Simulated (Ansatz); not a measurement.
# Si: the cost of one run

Program: Ansatz 0.2.0. Level of theory: DFT r2SCAN, scalar-relativistic, plane waves, PAW. These are calculated values, not measurements.

The COD entry's cell or inner coordinates are ideal or old and differ from later refinements, so a difference from it is no clean test against experiment.

1 further run of the same task is left out (set aside as unsound or not needed).

## (1) Starting point

It takes space group Fd-3m (No. 227, cubic). The conventional cell has a = 5.444 Å, b = 5.444 Å, c = 5.444 Å, α = 90.00°, β = 90.00°, γ = 90.00°. Si (site symmetry -43m) has 4 Si at 2.36 Å as nearest neighbours.

Coordinates:

```cif
data_structure
_symmetry_space_group_name_H-M 'P 1'
_symmetry_Int_Tables_number 1
_cell_length_a 3.8496
_cell_length_b 3.8496
_cell_length_c 3.8496
_cell_angle_alpha 60.000
_cell_angle_beta 60.000
_cell_angle_gamma 60.000
_cell_volume 40.34
loop_
_atom_site_label
_atom_site_type_symbol
_atom_site_fract_x
_atom_site_fract_y
_atom_site_fract_z
_atom_site_occupancy
Si1 Si 0.75000 0.75000 0.75000 1
Si2 Si 0.50000 0.50000 0.50000 1
```

It is the result of an earlier relaxation at this level (volume 20.17 Å³/atom; gap on the mesh: 0.78 eV).

## (2) Bands, states and charges

File input.yaml:

```yaml
crystal:
  lattice:
    - [0.0, 2.7220959918, 2.7220959918]
    - [2.7220959918, 0.0, 2.7220959918]
    - [2.7220959918, 2.7220959918, 0.0]
  atoms:
    - { symbol: Si, position: [0.75, 0.75, 0.75] }
    - { symbol: Si, position: [0.5, 0.5, 0.5] }
basis:
  ecutwfc: 500
kpoints:
  mp_grid: { grid: [10, 10, 10] }
  band_path:
    path:
      - [[0.0, 0.0, 0.0], [0.5, 0.0, 0.5], [0.625, 0.25, 0.625]]
      - [[0.375, 0.375, 0.75], [0.0, 0.0, 0.0], [0.5, 0.5, 0.5], [0.5, 0.25, 0.75], [0.5, 0.0, 0.5]]
    npoints: 14
hamiltonian:
  xc: r2scan
scf:
  occupations: { method: gaussian, width: 0.02 }
  n_extra_bands: 6
output:
  forces: true
  stress: true
  eigenvalues: true
  populations: true
  dos: { projected: true, de: 0.02, nscf_kmesh: { grid: [15, 15, 15] } }
  bader: true
  write_density: true
  write_potential: true
  elf: true
  volumetric_format: npy
```

Run with:

```
> ansatz run input.yaml --threads 1 --pin off --max-ram 2560MiB --backend cpu --events-out ev --progress --plain --runs-dir out
```

What time and memory should one allow on 1 thread of Intel Xeon Platinum 8488C (Sapphire Rapids), shared host?

About 27 s, with a peak of 0.49 GiB.
